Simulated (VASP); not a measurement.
# Sn (Fd-3m) in VASP: further runs

The runs below take Sn through equation of state, with r2SCAN, LDA.

Program: VASP 6.6.1. These are calculated values, not measurements. Logs are shortened: lines on timing, memory, paths and dates and some standing lists are left out, and cuts for length are marked.

**1. The crystal as given**

The structure is cubic, space group Fd-3m (No. 227). Conventional cell: a = 6.467 Å, b = 6.467 Å, c = 6.467 Å, α = 90.00°, β = 90.00°, γ = 90.00°. Sn (site symmetry -43m) has 4 Sn at 2.80 Å as nearest neighbours.

This isn't the form of Sn at room conditions, which is tetragonal (white tin).

**2. Equation of state, r2SCAN**

Potentials or basis: VASP PAW PBE potentials, release 64 (Sn_d).

This step only gathers the single runs of the series.

What came out:

| Property | Result |
| --- | --- |
| Equilibrium volume | 35.44 Å³/atom |
| Bulk modulus | 43 GPa |
| Pressure derivative of the bulk modulus | 4.5 (rough: it moves with the points fitted) |

Energy against volume, from the lowest point:
```tsv
volume (Å³/atom)	energy (meV/atom)
31.775	62.20
32.451	39.72
33.127	22.73
33.803	10.77
34.479	3.38
35.155	0.00
35.831	0.24
```

Caveat: the PAW data sets were made with another functional, which shifts forces and pressure a little. Zero-point motion and thermal expansion aren't in these numbers.

**3. Equation of state, LDA, 32.63 Å³/atom (a relaxed cell with its volume scaled by 0.96)**

INCAR reads:

```
SYSTEM = Sn
PREC = Accurate
ENCUT = 520
EDIFF = 1E-6
ISMEAR = -1
SIGMA = 0.05
LREAL = .FALSE.
LASPH = .TRUE.
NELM = 100
ALGO = Normal
ISIF = 2
LWAVE = .FALSE.
LCHARG = .FALSE.
GGA = CA
```

KPOINTS reads:

```
regular mesh
0
G
  6 6 6
  0 0 0
```

POSCAR reads:

```
Sn                                      
1.0
   -0.0000000000      3.1954081280      3.1954081280
    3.1954081280     -0.0000000000      3.1954081280
    3.1954081280      3.1954081280      0.0000000000
  Sn            
     2
Direct
     0.7500000000000000    0.7500000000000000    0.7500000000000000
     0.5000000000000000    0.5000000000000000    0.5000000000000000
```

Potentials or basis: VASP PAW LDA potentials, release 64 (Sn_d).

The run is started by

```console
$ cat potpaw_LDA.64/Sn_d/POTCAR > POTCAR
$ mpirun -np 1 vasp_std > vasp.out
```

It took 13 s on 1 thread of Intel Xeon Platinum 8259CL at 2.50GHz (Skylake/Cascade Lake), shared host; peak memory 0.16 GiB.

It converged, with:

```yaml
Free_energy: -8.8905 eV
Pressure: 2.0 GPa
Band_gap_on_the_k_mesh: none (metal or under the smearing width)
```

**4. Equation of state, LDA, 33.31 Å³/atom (a relaxed cell with its volume scaled by 0.98)**

INCAR is that of step 3.

KPOINTS is that of step 3.

POSCAR reads:

```
Sn                                      
1.0
   -0.0000000000      3.2174461218      3.2174461218
    3.2174461218     -0.0000000000      3.2174461218
    3.2174461218      3.2174461218      0.0000000000
  Sn            
     2
Direct
     0.7500000000000000    0.7500000000000000    0.7500000000000000
     0.5000000000000000    0.5000000000000000    0.5000000000000000
```

The run is started by

```console
$ cat potpaw_LDA.64/Sn_d/POTCAR > POTCAR
$ mpirun -np 1 vasp_std > vasp.out
```

Run time: 12 s. Hardware: 1 thread of Intel Xeon Platinum 8259CL at 2.50GHz (Skylake/Cascade Lake), shared host; peak memory 0.16 GiB.

It converged, with:

| Property | Result |
| --- | --- |
| Free energy | -8.9034 eV |
| Pressure | 0.9 GPa |
| Band gap on the k mesh | none (metal or under the smearing width) |

**5. Equation of state, LDA, 33.99 Å³/atom**

INCAR is that of step 4.

KPOINTS is that of step 4.

POSCAR reads:

```
Sn                                      
1.0
   -0.0000000000      3.2391862821      3.2391862821
    3.2391862821     -0.0000000000      3.2391862821
    3.2391862821      3.2391862821      0.0000000000
  Sn            
     2
Direct
     0.7500000000000000    0.7500000000000000    0.7500000000000000
     0.5000000000000000    0.5000000000000000    0.5000000000000000
```

The run is started by

```console
$ cat potpaw_LDA.64/Sn_d/POTCAR > POTCAR
$ mpirun -np 1 vasp_std > vasp.out
```

Run time: 13 s. Hardware: 1 thread of Intel Xeon Platinum 8259CL at 2.50GHz (Skylake/Cascade Lake), shared host; peak memory 0.17 GiB.

Results (log left out):

```
Free energy            : -8.9075 eV
Pressure               : 0.0 GPa
Band gap on the k mesh : none (metal or under the smearing width)
```

**6. Equation of state, LDA, 34.67 Å³/atom (a relaxed cell with its volume scaled by 1.02)**

INCAR is that of step 5.

KPOINTS is that of step 5.

POSCAR reads:

```
Sn                                      
1.0
   -0.0000000000      3.2606384720      3.2606384720
    3.2606384720     -0.0000000000      3.2606384720
    3.2606384720      3.2606384720      0.0000000000
  Sn            
     2
Direct
     0.7500000000000000    0.7500000000000000    0.7500000000000000
     0.5000000000000000    0.5000000000000000    0.5000000000000000
```

Potentials or basis: VASP PAW LDA potentials, release 64 (Sn_d).

The run is started by

```console
$ cat potpaw_LDA.64/Sn_d/POTCAR > POTCAR
$ mpirun -np 1 vasp_std > vasp.out
```

Run time: 13 s. Hardware: 1 thread of Intel Xeon Platinum 8259CL at 2.50GHz (Skylake/Cascade Lake), shared host; peak memory 0.16 GiB.

The run converged. Its results:

```yaml
Free_energy: -8.9040 eV
Pressure: -0.9 GPa
Band_gap_on_the_k_mesh: none (metal or under the smearing width)
```

**7. Equation of state, LDA, 35.35 Å³/atom (a relaxed cell with its volume scaled by 1.04)**

INCAR is that of step 6.

KPOINTS is that of step 6.

POSCAR reads:

```
Sn                                      
1.0
   -0.0000000000      3.2818120424      3.2818120424
    3.2818120424     -0.0000000000      3.2818120424
    3.2818120424      3.2818120424      0.0000000000
  Sn            
     2
Direct
     0.7500000000000000    0.7500000000000000    0.7500000000000000
     0.5000000000000000    0.5000000000000000    0.5000000000000000
```

The run is started by

```console
$ cat potpaw_LDA.64/Sn_d/POTCAR > POTCAR
$ mpirun -np 1 vasp_std > vasp.out
```

Wall time 13 s (1 thread of Intel Xeon Platinum 8259CL at 2.50GHz (Skylake/Cascade Lake), shared host); peak memory 0.17 GiB.

It converged, with:

| Item | Value |
| --- | --- |
| Free energy | -8.8937 eV |
| Pressure | -1.6 GPa |
| Band gap on the k mesh | none (metal or under the smearing width) |

**8. Equation of state, LDA**

This run uses another cell than the first one, of 33.99 Å³/atom, 1.005 times its volume.

This step only gathers the single runs of the series.

What came out:

| Quantity | Value |
| --- | --- |
| Equilibrium volume | 34.00 Å³/atom |
| Bulk modulus | 45 GPa |
| Pressure derivative of the bulk modulus | 4.9 (rough: it moves with the points fitted) |

Energy against volume, from the lowest point:
| volume (Å³/atom) | energy (meV/atom) |
| --- | --- |
| 32.627 | 8.50 |
| 33.307 | 2.09 |
| 33.987 | 0.00 |
| 34.666 | 1.76 |
| 35.346 | 6.95 |

**9. For comparison**

An earlier run on the cell as given: functional PBE; potentials or basis VASP PAW PBE potentials, release 64 (Sn_d); cutoff 520 eV; k mesh 7 × 7 × 7; occupations fermi-dirac, width 0.05 eV; no spin polarisation.

* Pressure: 3.8 GPa
* Band gap on the k mesh: none (metal or under the smearing width)

**10. Summary**

```csv
task,level,potentials or basis,cell,k mesh,ladder,V0 of scaled cells (Å³/atom),B0 (GPa)
equation of state,r2SCAN,"VASP PAW PBE potentials, release 64 (Sn_d)","Fd-3m, 33.8 Å³/atom",7 × 7 × 7,-,35.44,43
equation of state,LDA,"VASP PAW LDA potentials, release 64 (Sn_d)","Fd-3m, 33.99 Å³/atom",6 × 6 × 6,gaps,34.00,45
single point,PBE,"VASP PAW PBE potentials, release 64 (Sn_d)","Fd-3m, 33.8 Å³/atom",7 × 7 × 7,-,-,-
```

Alike in all rows: no spin polarisation; cutoff (eV) 520; smearing fermi-dirac 0.05 eV.

Caveats: the PAW data sets were made with another functional, which shifts forces and pressure a little (some runs).

Total energies depend on the potentials used, so only differences within one code and one set of settings carry meaning.
